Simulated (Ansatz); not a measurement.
**Generalised stacking fault on (110) of a KCl-RbCl solid solution (80 atoms) in motion**

Aim: follow generalised stacking fault on (110) of a KCl-RbCl solid solution (80 atoms) for a short time with forces from DFT, then look at structure and electrons in the last frame.

Calculated with Ansatz 0.2.0; Kohn-Sham DFT, PBE, PAW (set soft_2), plane waves.

**1. Starting point**

The cell holds 80 atoms: 13 Rb, 40 Cl and 27 K. Cell: a = 7.339 Å, b = 10.379 Å, c = 26.050 Å, α = 90.0°, β = 89.3°, γ = 90.0°. It derives from KCl and RbCl. CsCl-type KCl lattice (a = 3.6697 Å, the value set for the mixture), cell with z along [110], 2 x 2 x 5 periods; the third cell vector is tilted by 0.083 of [001] and lengthened by 0.1 Å, so the cell holds one fault; displaced by a Gaussian of 0.01 Å; 13 of 40 K sites given to Rb at random (lattice constant by Vegard's rule between KCl and RbCl).

Before any run, some limits are plain. The host structure and its lattice constant were typed by rule, without a check against the phase diagram.

**2. Dynamics started at 300 K**

A Nosé–Hoover thermostat steers the temperature while disturbing the dynamics little. The time step is 2.0 fs.

input.yaml reads:

```yaml
crystal:
  lattice:
    - [7.3394, 0.0, 0.0]
    - [0.0, 10.37948, 0.0]
    - [0.30583, 0.0, 26.0487]
  atoms:
    - { symbol: Rb, position: [0.95766, 0.00092, 0.99566] }
    - { symbol: Cl, position: [0.24524, 0.00062, 0.09925] }
    - { symbol: K, position: [0.4591, 0.99894, 0.99608] }
    - { symbol: Cl, position: [0.74728, 0.9991, 0.09992] }
    [... 70 atom lines left out ...]
    - { symbol: K, position: [0.4637, 0.24925, 0.89615] }
    - { symbol: Cl, position: [0.70766, 0.2492, 0.99604] }
    - { symbol: K, position: [0.96359, 0.74971, 0.89558] }
    - { symbol: Cl, position: [0.20751, 0.74949, 0.99572] }
    - { symbol: Rb, position: [0.46426, 0.75033, 0.89632] }
    - { symbol: Cl, position: [0.7108, 0.75161, 0.99571] }
kpoints:
  mp_grid: { grid: [1, 1, 1] }
hamiltonian:
  xc: pbe
scf:
  occupations: { method: gaussian, width: 0.05 }
output:
  forces: true
md:
  timestep: 2.0
  n_steps: 48
  ensemble: nvt_nose_hoover
  temperature: 300
  initial_velocities: maxwell_boltzmann
  seed: 7947
```

Launch:

```
> ansatz run input.yaml --threads 8 --pin off --max-ram 15872MiB --backend cpu --events-out ev --progress --plain --runs-dir out
```

Elapsed: 4.3 min, on 8 threads of Arm Neoverse V2, shared host; peak memory 2.6 GiB; 33 min of CPU time.

The program notes that it switched symmetry off.

The trajectory, sampled:

| time (fs) | T (K) | potential (meV/atom) | conserved (meV/atom) |
| --- | --- | --- | --- |
| 0.0 | 300 | 0.0 | 0.00 |
| 6.0 | 293 | 0.9 | 0.00 |
| 12.0 | 276 | 3.0 | 0.00 |
| 20.0 | 242 | 7.5 | 0.00 |
| 26.0 | 210 | 11.7 | 0.01 |
| 32.0 | 176 | 16.1 | 0.01 |
| 38.0 | 145 | 20.3 | 0.01 |
| 44.0 | 118 | 23.8 | 0.02 |
| 52.0 | 96 | 27.0 | 0.02 |
| 58.0 | 90 | 28.0 | 0.02 |
| 64.0 | 93 | 28.0 | 0.02 |
| 70.0 | 103 | 26.9 | 0.01 |
| 76.0 | 120 | 25.2 | 0.01 |
| 84.0 | 147 | 22.5 | 0.01 |
| 90.0 | 166 | 20.5 | 0.01 |
| 96.0 | 183 | 18.9 | 0.01 |

Mean square displacement from the first frame to the last: Rb 0.028 Å², Cl 0.052 Å², K 0.031 Å².

Mean square displacement against time lag:

| time lag (fs) | Cl (Å²) | K (Å²) | Rb (Å²) |
| --- | --- | --- | --- |
| 2.0 | 5.4e-5 | 3.3e-5 | 1.9e-5 |
| 4.0 | 2.1e-4 | 1.3e-4 | 7.4e-5 |
| 6.0 | 4.8e-4 | 2.9e-4 | 1.7e-4 |
| 8.0 | 8.4e-4 | 5.1e-4 | 2.9e-4 |
| 10.0 | 0.00129 | 7.8e-4 | 4.6e-4 |
| 12.0 | 0.00184 | 0.00110 | 6.5e-4 |
| 14.0 | 0.00247 | 0.00147 | 8.8e-4 |
| 16.0 | 0.00319 | 0.00189 | 0.00114 |
| 18.0 | 0.00398 | 0.00235 | 0.00143 |
| 20.0 | 0.00483 | 0.00284 | 0.00174 |
| 22.0 | 0.00576 | 0.00337 | 0.00209 |
| 24.0 | 0.00674 | 0.00393 | 0.00246 |
| 26.0 | 0.00778 | 0.00452 | 0.00286 |
| 28.0 | 0.00886 | 0.00513 | 0.00328 |
| 30.0 | 0.00999 | 0.00577 | 0.00373 |
| 32.0 | 0.0112 | 0.00642 | 0.00420 |
| 34.0 | 0.0124 | 0.00708 | 0.00469 |
| 36.0 | 0.0136 | 0.00776 | 0.00520 |
| 38.0 | 0.0148 | 0.00845 | 0.00572 |
| 40.0 | 0.0161 | 0.00914 | 0.00627 |
| 42.0 | 0.0174 | 0.00984 | 0.00684 |
| 44.0 | 0.0187 | 0.0106 | 0.00742 |
| 46.0 | 0.0200 | 0.0113 | 0.00802 |
| 48.0 | 0.0213 | 0.0120 | 0.00864 |

Over the second half of 96 fs the temperature averages 122 K, rising from about 96 to 169 K (means over the first and last quarter of that half). The conserved energy stays within 0.02 meV/atom. From first frame to last Cl has the largest mean square displacement, 0.052 Å² at the end; the farthest move is 0.46 Å. The mean temperature of 122 K lies well off the 300 K of the input, so the thermostat hasn't yet brought the run to equilibrium. The run spans 0.10 ps, too short for its means to be equilibrium values.

**3. Structure statistics late in the run**

The g(r) is a mean over the second half; what follows it is taken at the last frame.

Density 3.00 g/cm³, 24.80 Å³ an atom.

Mean of 14 frames. Pair distribution functions g(r), in bins of 0.2 Å:

| r (Å) | total | Cl-Cl | Cl-K | Cl-Rb | K-K | K-Rb | Rb-Rb |
| --- | --- | --- | --- | --- | --- | --- | --- |
| 2.80 | 0.06 | 0.00 | 0.17 | 0.00 | 0.00 | 0.00 | 0.00 |
| 3.00 | 2.48 | 0.00 | 6.19 | 2.37 | 0.00 | 0.00 | 0.00 |
| 3.20 | 3.78 | 0.05 | 6.89 | 8.81 | 0.00 | 0.10 | 0.00 |
| 3.40 | 1.81 | 0.94 | 2.25 | 3.83 | 0.63 | 0.96 | 0.33 |
| 3.60 | 2.25 | 4.17 | 0.30 | 0.15 | 4.83 | 4.05 | 3.25 |
| 3.80 | 1.66 | 3.12 | 0.04 | 0.00 | 2.87 | 4.10 | 3.44 |
| 4.00 | 0.15 | 0.41 | 0.00 | 0.00 | 0.22 | 0.12 | 0.43 |
| 4.20 | 0.02 | 0.07 | 0.00 | 0.00 | 0.00 | 0.00 | 0.00 |
| 4.40 | 0.00 | 0.00 | 0.00 | 0.00 | 0.00 | 0.00 | 0.00 |
| 4.60 | 0.01 | 0.03 | 0.00 | 0.00 | 0.00 | 0.00 | 0.00 |
| 4.80 | 0.15 | 0.51 | 0.00 | 0.00 | 0.09 | 0.16 | 0.00 |
| 5.00 | 1.19 | 2.56 | 0.00 | 0.00 | 2.10 | 2.12 | 2.77 |
| 5.20 | 1.93 | 3.08 | 0.00 | 0.00 | 4.42 | 4.95 | 4.20 |
| 5.40 | 0.96 | 2.08 | 0.00 | 0.00 | 1.87 | 1.63 | 1.72 |
| 5.60 | 0.19 | 0.50 | 0.08 | 0.10 | 0.24 | 0.00 | 0.00 |
| 5.80 | 0.71 | 0.05 | 1.40 | 1.36 | 0.00 | 0.00 | 0.00 |
| 6.00 | 2.76 | 0.32 | 5.37 | 5.20 | 0.13 | 0.11 | 0.00 |
| 6.20 | 2.87 | 1.17 | 4.52 | 4.85 | 0.83 | 1.47 | 0.47 |
| 6.40 | 1.57 | 1.48 | 1.36 | 1.18 | 1.90 | 2.75 | 1.09 |
| 6.60 | 0.35 | 0.79 | 0.04 | 0.08 | 0.46 | 0.57 | 0.26 |
| 6.80 | 0.04 | 0.11 | 0.00 | 0.00 | 0.10 | 0.00 | 0.08 |
| 7.00 | 0.04 | 0.12 | 0.00 | 0.00 | 0.06 | 0.00 | 0.11 |
| 7.20 | 0.24 | 0.49 | 0.00 | 0.00 | 0.62 | 0.33 | 0.60 |
| 7.40 | 0.71 | 1.29 | 0.03 | 0.00 | 1.71 | 0.84 | 3.17 |
| 7.60 | 0.23 | 0.28 | 0.23 | 0.21 | 0.26 | 0.12 | 0.06 |
| 7.80 | 0.95 | 0.37 | 1.53 | 1.99 | 0.11 | 0.08 | 0.00 |

Bonds by pair of elements; cutoffs follow the first minimum of g(r), held within bounds set by covalent radii, and pairs that aren't listed don't count as bonded:

| pair A-B | cutoff (Å) | bonds | mean length (Å) | spread (Å) | shortest (Å) | B about A | A about B |
| --- | --- | --- | --- | --- | --- | --- | --- |
| Cl-K | 4.03 | 216 | 3.16 | 0.147 | 2.87 | 5.4 | 8 |
| Cl-Rb | 3.88 | 104 | 3.24 | 0.108 | 3.04 | 2.6 | 8 |

How many atoms have how many bonded neighbours:

| element | mean | 8 |
| --- | --- | --- |
| Cl | 8 | 40 |
| K | 8 | 27 |
| Rb | 8 | 13 |

Bond angles (no mean is given where the spread exceeds 20°):

| angle | count | mean (°) | spread (°) |
| --- | --- | --- | --- |
| Cl-K-Cl | 756 | - | - |
| K-Cl-Rb | 524 | - | - |
| K-Cl-K | 494 | - | - |
| Cl-Rb-Cl | 364 | - | - |
| Rb-Cl-Rb | 102 | - | - |

First main peaks of g(r), for some of the pairs, lie near 3.68 Å (Cl-Cl), 3.09 Å (Cl-K), 3.22 Å (Cl-Rb), 3.66 Å (K-K), 3.71 Å (K-Rb) and 3.72 Å (Rb-Rb). By these cutoffs all Cl atoms have 8, all K atoms have 8 and all Rb atoms have 8 bonded neighbours.

**4. Single point at the last frame**

The last frame is solved once more, with the analyses that the dynamics left out.

input.yaml reads:

```yaml
crystal:
  lattice:
    - [7.3394, 0.0, 0.0]
    - [0.0, 10.37948, 0.0]
    - [0.30583, 0.0, 26.0487]
  atoms:
    - { symbol: Rb, position: [0.9731, 0.98841, 0.99768] }
    - { symbol: Cl, position: [0.23735, 0.00107, 0.09726] }
    - { symbol: K, position: [0.47488, 0.98955, 0.99928] }
    - { symbol: Cl, position: [0.72825, 0.99127, 0.0964] }
    [... 70 atom lines left out ...]
    - { symbol: K, position: [0.46235, 0.2437, 0.9008] }
    - { symbol: Cl, position: [0.71735, 0.24341, 0.99431] }
    - { symbol: K, position: [0.96264, 0.73872, 0.90127] }
    - { symbol: Cl, position: [0.19538, 0.72947, 0.99881] }
    - { symbol: Rb, position: [0.44334, 0.75396, 0.89571] }
    - { symbol: Cl, position: [0.69303, 0.74299, 0.99832] }
kpoints:
  mp_grid: { grid: [2, 1, 1] }
hamiltonian:
  xc: pbe
scf:
  occupations: { method: gaussian, width: 0.05 }
output:
  forces: true
  stress: true
  populations: true
  dos:
    method: { smearing: { sigma: 0.1 } }
    de: 0.1
    projected: { site_lists: { Cl: [Cl], K: [K], Rb: [Rb] } }
  eigenvalues: true
  write_density: true
  write_potential: true
  volumetric_format: npy
```

It took 40 s on 8 threads; peak memory 6.8 GiB.

The run gave:

```yaml
free_energy: -127319.9051 eV
free_energy_per_atom: -1591.4988 eV/atom
scf_cycles: 6
pressure: 5.277 GPa
r_m_s_force_component: 0.1973 eV/Å
longest_force: 0.8464 eV/Å
fermi_energy: 6.498 eV
spacing_of_highest_filled_and_lowest_empty_level: 5.425 eV
spilling_of_the_projection: 0.004424
```

Length of the force by element:

| element | coordination | atoms | mean length of the force (eV/Å) | spread | least | most |
| --- | --- | --- | --- | --- | --- | --- |
| Cl | all | 40 | 0.348 | 0.151 | 0.0905 | 0.846 |
| K | all | 27 | 0.242 | 0.118 | 0.042 | 0.520 |
| Rb | all | 13 | 0.321 | 0.141 | 0.0817 | 0.684 |

Löwdin charges by element (they lack the spilled electrons, 0.035 e an atom on average):

| element | coordination | atoms | mean charge (e) | spread | least | most |
| --- | --- | --- | --- | --- | --- | --- |
| Cl | all | 40 | -0.699 | 0.001 | -0.701 | -0.696 |
| K | all | 27 | 0.755 | 0.0049 | 0.747 | 0.762 |
| Rb | all | 13 | 0.801 | 0.0058 | 0.790 | 0.811 |

Density of states as counts of states in windows of 1 eV (from the Fermi level), total and the larger projections:

| from (eV) | to (eV) | total | Cl p | Rb p | K p |
| --- | --- | --- | --- | --- | --- |
| -14 | -13 | 91.4 | 0.6 | 0.2 | 85.3 |
| -13 | -12 | 0.3 | 0.0 | 0.3 | 0.0 |
| -12 | -11 | 76.2 | 1.3 | 73.3 | 0.3 |
| -11 | -10 | 1.5 | 0.0 | 1.5 | 0.0 |
| -10 | -6 | 0.0 | 0.0 | 0.0 | 0.0 |
| -6 | -5 | 1.0 | 0.9 | 0.0 | 0.0 |
| -5 | -4 | 87.0 | 81.0 | 0.7 | 0.7 |
| -4 | -3 | 123.0 | 118.6 | 0.8 | 0.6 |
| -3 | -2 | 29.0 | 28.5 | 0.1 | 0.1 |
| -2 | 2 | 0.0 | 0.0 | 0.0 | 0.0 |
| 2 | 3 | 1.0 | 0.0 | 0.0 | 0.0 |
| 3 | 4 | 18.1 | 0.3 | 0.0 | 0.0 |
| 4 | 5 | 67.6 | 1.6 | 0.1 | 0.1 |

Between -26 and -14 eV lie 151 more states.

The stored curve holds about 560 of the 640 electrons; the rest, give or take the few that broadening carries across the Fermi level, lie in deeper levels below its range.

The levels nearest the highest filled one (over half full), pooled over k-points and spins:

| level less the highest filled one (eV) | occupation |
| --- | --- |
| -0.0969 | 2 |
| -0.0948 | 2 |
| -0.048 | 2 |
| -0.0221 | 2 |
| -0.0122 | 2 |
| 0 | 2 |
| 5.42 | 0 |
| 5.89 | 0 |
| 6.00 | 0 |
| 6.05 | 0 |
| 6.11 | 0 |
| 6.15 | 0 |

Mean Löwdin charges: Cl -0.70, K +0.76, Rb +0.80 e (they miss 0.44 % of the electrons, so they add up to more than the cell's charge).

1 further run on a deliberately doubtful input is not shown.

**5. Outcome**

```
mean temperature, second half                                : 121.9 K
temperature swing, second half                               : 30.93 K
slope of the conserved energy against time, by least squares : 0.1029 meV/atom/ps
free energy per atom                                         : -1591.4988 eV/atom
density                                                      : 3 g/cm³
pressure                                                     : 5.277 GPa
r.m.s. force component                                       : 0.1973 eV/Å
gap (highest filled to lowest empty level)             : 5.425 eV
wall time of the 2 DFT runs                                  : 5 min
```

**Reading.** Over the second half of 96 fs the temperature averages 122 K, rising from about 96 to 169 K (means over the first and last quarter of that half). The conserved energy stays within 0.02 meV/atom. The mean temperature of 122 K lies well off the 300 K of the input, so the thermostat hasn't yet brought the run to equilibrium. The run spans 0.10 ps, too short for its means to be equilibrium values. By these cutoffs all Cl atoms have 8, all K atoms have 8 and all Rb atoms have 8 bonded neighbours. The highest filled and lowest empty levels differ by 5.42 eV on the run's k-points; the mesh holds the band edges only if they fold onto it, so the gap at this level can be narrower or closed, while semilocal functionals tend to narrow gaps against experiment.

**Limits.** The dynamics ran on a 1×1×1 mesh and the single point on 2×1×1, so their forces and energies differ by that too. The pressure of 5.3 GPa is that of one thermal frame at a volume set beforehand, without the kinetic term.

[Logs are printed without paths, hosts, clocks, repeated set-up lines and the standing remarks that a program may print on its own settings, such as how far it seeks lower states.]

[Hosts, paths, dates, database ids (printed as entryN), source tags and the programs' standing remarks are cut or masked in the printed files.]
